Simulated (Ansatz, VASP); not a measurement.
Zn in VASP and in Ansatz

```xyz
12
Lattice="3.4315 1.9811 4.9069 -3.4315 1.9811 4.9069 0.0000 -3.9623 4.9069" Properties=species:S:1:pos:R:3 pbc="T T T"
Zn   -1.2492    0.7212    3.6364
Zn    0.0000   -1.4425    3.6364
Zn    1.2492    0.7212    3.6364
Zn    1.2492   -0.7212   11.0844
Zn   -1.2492   -0.7212   11.0844
Zn    0.0000    1.4425   11.0844
Zn   -1.3185    0.7613    6.2372
Zn    0.0000   -1.5225    6.2372
Zn    1.3185    0.7613    6.2372
Zn    1.3185   -0.7613    8.4836
Zn   -1.3185   -0.7613    8.4836
Zn    0.0000    1.5225    8.4836
```

Alike in both runs: functional PBEsol; k mesh 3 × 3 × 3; occupations gaussian, width 0.1 eV; no spin polarisation.

Ansatz relaxed the structure, and its values are those at the end. VASP's run is a single point on that final structure, the one shown.

```csv
,VASP,Ansatz
version,VASP 6.6.1,Ansatz 0.2.0
potentials or method,"VASP PAW PBE potentials, release 64 (Zn)","scalar-relativistic, plane waves, PAW"
plane-wave cutoff (eV),520,420
valence electrons in the cell,144,144
```

VASP gave:

| Item | Value |
| --- | --- |
| gap on the k mesh at the Fermi level (eV) | none |
| pressure (GPa) | 0.4 |
| rms of the force components (eV/Å) | 0.005 |

**Question.** What did Ansatz give for the same quantities?

**Answer.** gap on the k mesh at the Fermi level (eV): none; pressure (GPa): 0.0; rms of the force components (eV/Å): 0.006.

A gap of «none» marks a metal or a gap that the smearing closes. The functional is the same, so the differences come from potentials, cutoffs and numerics.

Caveats: the k mesh is coarse (spacing up to 0.38 Å⁻¹), so the values aren't converged; the PAW data sets were made with another functional, which shifts forces and pressure a little (VASP).
